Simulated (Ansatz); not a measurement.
## A series in volume per atom on ZnCu

Plane-wave density functional theory, PAW datasets, Gaussian smearing 0.05 eV: one cell in which all forces lie under 0.002 eV/angstrom; stress (xx yy zz yz xz xy) and pressure positive in compression; site moments are of spin alone; formation energy from the elements run alike, uncorrected. The results are calculated, by Ansatz 0.2.0.

Cell of the first row (space group Pm-3m, No. 221):
```
ZnCu
1.0
      2.8805     0.0000     0.0000
      0.0000     2.8805     0.0000
      0.0000     0.0000     2.8805
Zn Cu
1 1
Direct
  0.50000 0.50000 0.50000
  0.00000 0.00000 0.00000
```

Settings of every row: paw set soft_2; functional r2SCAN; spin treatment none; moment partition spheres; spin axis none; wave cutoff 500 eV; k mesh 12x12x12; SCF start atoms; lower state search light; symmetry use detected.

Atom first moment, atom hubbard u: 0 on all atoms.

```
row  volume per atom (Å³)  pressure (GPa)  formation energy (eV per atom)
  1                11.951            6.05                         -0.0945
  2                  12.2            2.86                         -0.1014
  3                12.449            0.01                         -0.1036
  4                12.564               ?                               ?
  5                12.698           -2.51                         -0.1016
  6                12.947           -4.76                         -0.0959
  7                13.036           -5.51                          -0.093
  8                 13.06           -5.70                         -0.0922
  9                 13.32           -7.67                         -0.0813
```

Question: what pressure and formation energy should row 4 give?

Worked fit of pressure. Take u = (V_r/V)^(2/3) − 1 with V_r = 12.822 Å³ an atom, which is twice the finite (Eulerian) strain; such expansions in the strain, on which the Birch-Murnaghan equation of state is built, carry the rest volume and the bulk modulus. The shown rows have u = 0.04802, 0.03371, 0.01988, 0.0065, -0.00645, -0.01097, -0.01219, -0.02508. Least squares give pressure = −3.671 + 173.98 × u + 590.1 × u² GPa; a straight line predicts inner rows, each left out in turn, worse (root mean square 0.23 against 0.0092 GPa). The rows lie off it by 0.01, 0.00, -0.01, 0.01, 0.01, 0.00, 0.00, -0.01. The pressure vanishes at u = 0.0198, or V = 12.45 Å³ an atom, and there the bulk modulus at fixed shape and fractions is B = −V dP/dV = (2/3)(1 + u) dP/du = 134 GPa. The withheld row has u = 0.01364, so the fit gives −3.671 + 173.98 × (0.01364) + 590.1 × (0.01364)² = -1.19 GPa.

The calculation gave -1.19 GPa. The fit meets it to the printed digit.

Worked fit of formation energy. Take u = (V_r/V)^(2/3) − 1 with V_r = 12.822 Å³ an atom, which is twice the finite (Eulerian) strain; such expansions in the strain, on which the Birch-Murnaghan equation of state is built, carry the rest volume and the bulk modulus. The shown rows have u = 0.04802, 0.03371, 0.01988, 0.0065, -0.00645, -0.01097, -0.01219, -0.02508. Least squares give formation energy = −0.09919 − 0.4418 × u + 10.971 × u² + 5.53 × u³ eV per atom; a parabola predicts inner rows, each left out in turn, worse (root mean square 7.2e-05 against 2.2e-05 eV per atom). All shown rows lie on it to the printed digit. The withheld row has u = 0.01364, so the fit gives −0.09919 − 0.4418 × (0.01364) + 10.971 × (0.01364)² + 5.53 × (0.01364)³ = -0.1032 eV per atom.

The calculation gave -0.1031 eV per atom. The fit lies 0.0001 eV per atom (0.45 % of the column's range) below it, one unit of the last digit.
